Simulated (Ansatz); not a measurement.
NF3 on a (111) slab of Cu (Fm-3m (No. 225)), 3 planes, outer planes Cu (top) and Cu (bottom), 1 a cell of 22.0 Å², relaxed and still whole (its atoms last):

```
CELL_PARAMETERS angstrom
5.03937 0.00000 0.00000
-2.51968 4.36422 0.00000
0.00000 0.00000 24.26593
ATOMIC_POSITIONS crystal
Cu 0.33333 0.16667 0.32968
Cu 0.33333 0.66667 0.32968
Cu 0.83333 0.16667 0.32968
Cu 0.83333 0.66667 0.32968
Cu 0.66635 0.33356 0.41495
Cu 0.66633 0.83319 0.41495
Cu 0.16670 0.33358 0.41495
Cu 0.16643 0.83341 0.41487
Cu 0.99959 0.50022 0.50006
Cu 0.99969 0.00021 0.50002
Cu 0.49959 0.50024 0.50041
Cu 0.49949 0.00022 0.50003
F 0.75350 0.76401 0.65199
N 0.50640 0.50892 0.62755
F 0.51272 0.26647 0.65440
F 0.25566 0.50735 0.65268
```

Method: DFT PBE+D3(BJ), scalar-relativistic, plane waves, PAW in Ansatz. Cutoff 420 eV; k points 4×4×1 on the computed 16-atom cell (Γ-centred); Gaussian smearing, width 0.10 eV; no spin polarisation. The cell repeats along c with a dipole correction in the vacuum.

It binds with 0.20 eV a molecule against the clean slab and the free molecule (no zero-point or thermal terms); its shortest contact is N–Cu 3.08 Å. Take first-order desorption with no barrier to adsorption, no reaction on the face and an assumed prefactor of 10^13 s⁻¹.

Task: How long does a molecule stay at 300 K?

Result: τ = ν⁻¹·exp(E/k_BT) with k_BT = 0.0259 eV: E/k_BT = 7.7, so τ ≈ 2×10^-10 s. At about one hit a site a second (10⁻⁶ mbar) the coverage is near τ × 1 s⁻¹, so a layer needs more than atmospheric pressure.

Task: Where does its peak lie in a desorption experiment heated at 2 K/s?

Result: The peak obeys E/(k_B·T_p²) = (ν/β)·exp(−E/k_BT_p). Solving gives T_p ≈ 77 K (E/k_BT_p = 30.2). An error of 0.1 eV in E moves it by about 38 K, and larger molecules have larger prefactors, which lowers it.

Task: Is this physisorption or chemisorption?

Result: The tightest contact, N–Cu 3.09 Å, is 1.52 times the sum of covalent radii, and deformation and lateral interaction add up to -0.04 eV; about 0.02 e cross the plane between them. This is physisorption.

Spin polarisation was left out, and a magnetic state may lie lower.